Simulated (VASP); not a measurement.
Set up this calculation in VASP 6.6.1, as the native input.

- Task: single point
- Functional: PBEsol
- Potentials or basis: VASP PAW PBE potentials, release 64 (Cl)
- Cutoff: 520 eV
- k mesh: 6 × 6 × 6
- Occupations: fermi-dirac, width 0.1 eV
- Spin: no spin polarisation
- Dipole correction: no
- Further INCAR settings: ALGO = Fast; EDIFF = 1e-07; NBANDS = 10

The structure of Cl lies in POSCAR:

```
Cl
1.0
    2.8600000000      0.0000000000      0.0000000000
    0.0000000000      2.8600000000      0.0000000000
    0.0000000000      0.0000000000      2.8600000000
Cl
1
Direct
    0.5000000000      0.5000000000      0.5000000000
```

The real solid is made of molecules; this cell is a model form.

The input as run:

INCAR

```
  PREC = Accurate
  ENCUT = 520
  EDIFF = 1E-7
  ISMEAR = -1
  SIGMA = 0.1
  LREAL = False
  LASPH = True
  NELM = 100
  ALGO = Fast
  ISIF = 2
  LWAVE = False
  LCHARG = False
  GGA = PS
  NBANDS = 10
```

KPOINTS

```
regular mesh
0
Gamma
  6 6 6
```

Potentials or basis: VASP PAW PBE potentials, release 64 (Cl).

Launch:

```sh
$ cat potpaw_PBE.64/Cl/POTCAR > POTCAR
$ mpirun -np 1 vasp_std > vasp.out
```

It gave:

| Quantity | Value |
| --- | --- |
| Pressure | -3.6 GPa |
| Band gap on the k mesh | none (metal or under the smearing width) |

Caveat: the k mesh is coarse (spacing up to 0.37 Å⁻¹), so the values aren't converged; the PAW data sets were made with another functional, which shifts forces and pressure a little; an odd number of electrons without spin polarisation forces a metal; a magnetic or distorted state may lie lower.

Run time: 4.9 s on 1 thread of Intel(R) Xeon(R) 6975P-C (Granite Rapids), on a shared host, peak memory 0.11 GiB.
